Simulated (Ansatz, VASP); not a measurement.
**Two plane-wave programs on AlRu**

```xyz
8
Lattice="4.9100 -0.0020 0.1454 0.0003 4.3661 0.0243 0.1334 -0.0243 5.2167" Properties=species:S:1:pos:R:3 pbc="T T T"
Al    4.0894    0.4294    2.9545
Al    0.3907    2.6224    0.8654
Al    3.0573    2.6048    4.5548
Al    1.5562    0.4226    4.4819
Ru    0.5516    2.6108    3.5048
Ru    1.5971    0.4347    1.8580
Ru    3.9286    0.4411    0.3151
Ru    2.8830    2.6172    1.9618
```

Alike in both runs: functional PBE; k mesh 3 × 3 × 3; occupations gaussian, width 0.1 eV; no spin polarisation.

Ansatz relaxed the structure, and its values are those at the end. VASP's run is a single point on that final structure, the one shown.

|  | VASP | Ansatz |
| --- | --- | --- |
| version | VASP 6.6.1 | Ansatz 0.2.0 |
| potentials or method | VASP PAW PBE potentials, release 64 (Al, Ru_pv) | scalar-relativistic, plane waves, PAW |
| plane-wave cutoff (eV) | 520 | 420 |
| valence electrons in the cell | 68 | 76 |

Ansatz gave:

| Item | Value |
| --- | --- |
| gap on the k mesh at the Fermi level (eV) | none |
| rms of the force components (eV/Å) | 0.015 |

Which values does VASP return?

gap on the k mesh at the Fermi level (eV): none; rms of the force components (eV/Å): 0.014.

A gap of «none» marks a metal or a gap that the smearing closes. The two sets of potentials don't hold the same shells in valence.

Caveats: the k mesh is coarse (spacing up to 0.48 Å⁻¹), so the values aren't converged.
